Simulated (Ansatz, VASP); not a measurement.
# One calculation of Au, two programs

```
CELL_PARAMETERS angstrom
0.00000 3.09025 3.09025
3.09025 0.00000 3.09025
3.09025 3.09025 0.00000
ATOMIC_POSITIONS crystal
Au 0.12500 0.12500 0.12500
Au 0.87500 0.87500 0.87500
```

Alike in both runs: task single point; functional RPBE; k mesh 10 × 10 × 10; occupations fermi-dirac, width 0.1 eV; no spin polarisation.

|  | VASP | Ansatz |
| --- | --- | --- |
| version | VASP 6.6.1 | Ansatz 0.2.0 |
| potentials or method | VASP PAW PBE potentials, release 64 (Au) | plane waves (420 eV) with PAW, scalar-relativistic |
| plane-wave cutoff (eV) | 520 | 420 |
| valence electrons in the cell | 22 | 38 |

```tsv
	VASP	Ansatz	Ansatz less VASP
pressure (GPa)	1.8	1.9	+0.09
```

The functional is the same, so the differences come from potentials, cutoffs and numerics. The two sets of potentials don't hold the same shells in valence.

Caveats: the PAW data sets were made with another functional, which shifts forces and pressure a little (VASP). Spin-orbit coupling is left out, which matters for the levels of Au.
